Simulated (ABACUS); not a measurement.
CdS (Hawleyite):

```
Cd S
1.0
     0.00000    2.91650    2.91650
     2.91650    0.00000    2.91650
     2.91650    2.91650    0.00000
Cd S
1 1
Direct
  0.00000 0.00000 0.00000
  0.25000 0.25000 0.25000
```

Below is the output of ABACUS 3.10.1 for this cell. Logs are shortened: lines on timing, memory, paths and dates and some standing lists are left out, and cuts for length are marked.

```text
ABACUS v3.10.1

               Atomic-orbital Based Ab-initio Computation at UStc

 ------------------------------------------------------------------------------------

 READING GENERAL INFORMATION
                           global_out_dir = OUT.CdS/
                           global_in_card = INPUT
                               pseudo_dir = ./
                              orbital_dir =
                                    DSIZE = 4
                                    GSIZE = 1

 READING UNITCELL INFORMATION
                                    ntype = 2
                  lattice constant (Bohr) = 1.88973
              lattice constant (Angstrom) = 1

 READING ATOM TYPE 1
                               atom label = Cd
                      L=0, number of zeta = 1
                      L=1, number of zeta = 1
                      L=2, number of zeta = 1
             number of atom for this type = 1

 READING ATOM TYPE 2
                               atom label = S
                      L=0, number of zeta = 1
                      L=1, number of zeta = 1
                      L=2, number of zeta = 1
             number of atom for this type = 1

                        TOTAL ATOM NUMBER = 2
DIRECT COORDINATES
    atom                   x                   y                   z     mag                  vx                  vy                  vz
taud_Cd1            0.0000000000        0.0000000000        0.0000000000  0.0000        0.0000000000        0.0000000000        0.0000000000
taud_S1            0.2500000000        0.2500000000        0.2500000000  0.0000        0.0000000000        0.0000000000        0.0000000000

                          Volume (Bohr^3) = 334.821
                             Volume (A^3) = 49.6153

 Lattice vectors: (Cartesian coordinate: in unit of a_0)
[... 246 lines left out ...]

 Notice: Threshold on eigenvalues was too large.
 hsover_error=0.18 > DRHO=0.109133
 Origin diag ethr = 0.01
 New diag ethr = 0.000606297

 Density error is 0.108055816886
                          Error Threshold = 0.000606296570081
----------------------------------------------------------
     Energy           Rydberg                 eV
----------------------------------------------------------
 E_KohnSham     -138.6732979863      -1886.7470130658
 E_Harris       -140.6245817157      -1913.2955902006
 E_Fermi        0.4211749705         5.7303794545
----------------------------------------------------------
[... 63 lines left out ...]
 Density error is 1.70381952018e-09
                          Error Threshold = 1.67476429749e-10
----------------------------------------------------------
     Energy           Rydberg                 eV
----------------------------------------------------------
 E_KohnSham     -138.7135938503      -1887.2952664212
 E_KS(sigma->0) -138.7135937072      -1887.2952644755
 E_Harris       -138.7136588599      -1887.2961509229
 E_band         -1.0253842134        -13.9510679421
 E_one_elec     -38.4572582520       -523.2378416843
 E_Hartree      32.4974928236        442.1510731155
 E_xc           -47.4074278790       -645.0111466789
 E_Ewald        -85.3464002569       -1161.1973472820
 E_entropy(-TS) -0.0000002860        -0.0000038915
 E_descf        0.0000000000         0.0000000000
 E_exx          0.0000000000         0.0000000000
 E_Fermi        0.4261656325         5.7982808933
----------------------------------------------------------

 charge density convergence is achieved
 final etot is -1887.2952664 eV
 EFERMI = 5.7982808933 eV

 STATE ENERGY(eV) AND OCCUPATIONS    NSPIN == 1
 1/4 kpoint (Cartesian) = 0.0000 0.0000 0.0000 (1459 pws)
       1       -7.04690     0.00925926
       2       -2.40153     0.00925926
       3       -2.40153     0.00925926
       4       -2.40153     0.00925926
       5       -1.91451     0.00925926
       6       -1.91451     0.00925926
[... 74 lines left out ...]
      18        19.7355        0.00000
      19        19.7355        0.00000

------------------------------------------------------------------------------------------
 TOTAL-FORCE (eV/Angstrom)
------------------------------------------------------------------------------------------
                       Cd1         0.0000000000         0.0000000000         0.0000000000
                        S1         0.0000000000         0.0000000000         0.0000000000
------------------------------------------------------------------------------------------

----------------------------------------------------------------
 TOTAL-STRESS (KBAR)
----------------------------------------------------------------
       -23.5194890538        -0.0000000000         0.0000000000
         0.0000000000       -23.5194890538        -0.0000000000
         0.0000000000        -0.0000000000       -23.5194890538
----------------------------------------------------------------
 TOTAL-PRESSURE: -23.519489 KBAR

 --------------------------------------------
 !FINAL_ETOT_IS -1887.2952664212418767 eV
 --------------------------------------------
```

Problem. Write the input and the command behind it.

Solution. Single point with LDA-PW92, no spin polarisation. The files as run (others can give the same):

run_abacus.py
```python
"""ABACUS run from a structure file: ASE reads it, the script writes STRU, KPT and INPUT."""
import re
import subprocess
import spglib
from ase import Atoms
from ase.io import read
from ase.units import Bohr

atoms = read("CdS.cif")
cell, frac, numbers = spglib.standardize_cell((atoms.cell[:], atoms.get_scaled_positions(), atoms.numbers), to_primitive=True, symprec=1e-4)
atoms = Atoms(numbers=numbers, cell=cell, scaled_positions=frac, pbc=True)  # the primitive cell
atoms = atoms[(-atoms.numbers).argsort(kind="stable")]  # ABACUS lists atoms element by element
pseudo = {'Cd': 'cd_lda_v1.uspp.F.UPF', 'S': 's_lda_v1.4.uspp.F.UPF'}
orbital = {}
magmoms = None
kmesh = [6, 6, 6]
params = {
    'suffix': 'CdS',
    'calculation': 'scf',
    'basis_type': 'pw',
    'pseudo_dir': './',
    'symmetry': 1,
    'dft_functional': 'LDA_X+LDA_C_PW',
    'ecutwfc': 40,
    'pseudo_rcut': 10,
    'nspin': 1,
    'nbands': 19,
    'ks_solver': 'dav',
    'smearing_method': 'fd',
    'smearing_sigma': 0.00367493,
    'scf_thr': 1e-08,
    'scf_nmax': 100,
    'mixing_type': 'broyden',
    'mixing_beta': 0.7,
    'cal_force': 1,
    'cal_stress': 1,
    'ecutrho': 320,
    'out_chg': 1,
    'kpar': 4,
}

symbols = atoms.get_chemical_symbols()
elements = list(dict.fromkeys(symbols))
lines = ["ATOMIC_SPECIES"] + [f"{e} {atoms.get_masses()[symbols.index(e)]:.4f} {pseudo[e]}" for e in elements]
if orbital:
    lines += ["", "NUMERICAL_ORBITAL"] + [orbital[e] for e in elements]
lines += ["", "LATTICE_CONSTANT", f"{1 / Bohr:.10f}", "", "LATTICE_VECTORS"]
lines += [" ".join(f"{x:.10f}" for x in v) for v in atoms.cell]
lines += ["", "ATOMIC_POSITIONS", "Direct"]
for e in elements:
    lines += ["", e, "0.0", str(symbols.count(e))]
    for i, p in enumerate(atoms.get_scaled_positions(wrap=False)):
        if symbols[i] == e:
            mag = "" if magmoms is None else " mag " + " ".join(str(x) for x in (magmoms[i] if isinstance(magmoms[i], list) else [magmoms[i]]))
            lines.append(" ".join(f"{x:.10f}" for x in p) + " 1 1 1" + mag)
open("STRU", "w").write("\n".join(lines) + "\n")
open("KPT", "w").write("K_POINTS\n0\nGamma\n%d %d %d 0 0 0\n" % tuple(kmesh))
open("INPUT", "w").write("INPUT_PARAMETERS\n" + "".join(f"{k:<20s}{v}\n" for k, v in params.items()))

done = subprocess.run(['mpirun', '-np', '4', 'abacus'])
if done.returncode:
    raise SystemExit(done.returncode)
log = open("OUT.CdS/running_scf.log").read()
print("final energy (eV):", re.findall(r"FINAL_ETOT_IS (\S+)", log))
```

CdS.cif
```cif
data_CdS
_cell_length_a 5.83300000
_cell_length_b 5.83300000
_cell_length_c 5.83300000
_cell_angle_alpha 90.00000000
_cell_angle_beta 90.00000000
_cell_angle_gamma 90.00000000
_space_group_name_H-M_alt 'F-43m'
_space_group_name_Hall 'F -4 2 3'
_space_group_IT_number 216
loop_
_space_group_symop_operation_xyz
'x,y,z'
'y,-x,-z'
'-x,-y,z'
'-y,x,-z'
'x,-y,-z'
'y,x,z'
'-x,y,-z'
'-y,-x,z'
'z,x,y'
'-z,y,-x'
'z,-x,-y'
'-z,-y,x'
'-z,x,-y'
'z,y,x'
'-z,-x,y'
'z,-y,-x'
'y,z,x'
'-x,-z,y'
'-y,z,-x'
'x,-z,-y'
'-y,-z,x'
'x,z,y'
'y,-z,-x'
'-x,z,-y'
'x,y+1/2,z+1/2'
'y,-x+1/2,-z+1/2'
'-x,-y+1/2,z+1/2'
'-y,x+1/2,-z+1/2'
'x,-y+1/2,-z+1/2'
'y,x+1/2,z+1/2'
'-x,y+1/2,-z+1/2'
'-y,-x+1/2,z+1/2'
'z,x+1/2,y+1/2'
'-z,y+1/2,-x+1/2'
'z,-x+1/2,-y+1/2'
'-z,-y+1/2,x+1/2'
'-z,x+1/2,-y+1/2'
'z,y+1/2,x+1/2'
'-z,-x+1/2,y+1/2'
'z,-y+1/2,-x+1/2'
'y,z+1/2,x+1/2'
'-x,-z+1/2,y+1/2'
'-y,z+1/2,-x+1/2'
'x,-z+1/2,-y+1/2'
'-y,-z+1/2,x+1/2'
'x,z+1/2,y+1/2'
'y,-z+1/2,-x+1/2'
'-x,z+1/2,-y+1/2'
'x+1/2,y,z+1/2'
'y+1/2,-x,-z+1/2'
'-x+1/2,-y,z+1/2'
'-y+1/2,x,-z+1/2'
'x+1/2,-y,-z+1/2'
'y+1/2,x,z+1/2'
'-x+1/2,y,-z+1/2'
'-y+1/2,-x,z+1/2'
'z+1/2,x,y+1/2'
'-z+1/2,y,-x+1/2'
'z+1/2,-x,-y+1/2'
'-z+1/2,-y,x+1/2'
'-z+1/2,x,-y+1/2'
'z+1/2,y,x+1/2'
'-z+1/2,-x,y+1/2'
'z+1/2,-y,-x+1/2'
'y+1/2,z,x+1/2'
'-x+1/2,-z,y+1/2'
'-y+1/2,z,-x+1/2'
'x+1/2,-z,-y+1/2'
'-y+1/2,-z,x+1/2'
'x+1/2,z,y+1/2'
'y+1/2,-z,-x+1/2'
'-x+1/2,z,-y+1/2'
'x+1/2,y+1/2,z'
'y+1/2,-x+1/2,-z'
'-x+1/2,-y+1/2,z'
'-y+1/2,x+1/2,-z'
'x+1/2,-y+1/2,-z'
'y+1/2,x+1/2,z'
'-x+1/2,y+1/2,-z'
'-y+1/2,-x+1/2,z'
'z+1/2,x+1/2,y'
'-z+1/2,y+1/2,-x'
'z+1/2,-x+1/2,-y'
'-z+1/2,-y+1/2,x'
'-z+1/2,x+1/2,-y'
'z+1/2,y+1/2,x'
'-z+1/2,-x+1/2,y'
'z+1/2,-y+1/2,-x'
'y+1/2,z+1/2,x'
'-x+1/2,-z+1/2,y'
'-y+1/2,z+1/2,-x'
'x+1/2,-z+1/2,-y'
'-y+1/2,-z+1/2,x'
'x+1/2,z+1/2,y'
'y+1/2,-z+1/2,-x'
'-x+1/2,z+1/2,-y'
loop_
_atom_site_label
_atom_site_type_symbol
_atom_site_symmetry_multiplicity
_atom_site_Wyckoff_symbol
_atom_site_fract_x
_atom_site_fract_y
_atom_site_fract_z
_atom_site_occupancy
Cd1 Cd 4 a 0.0000000000 0.0000000000 0.0000000000 1
S1 S 4 c 0.2500000000 0.2500000000 0.2500000000 1
```

Potentials or basis: GBRV ultrasoft 1.5 LDA, plane waves.
Run with:
```console
$ OMP_NUM_THREADS=1 python run_abacus.py > log
```
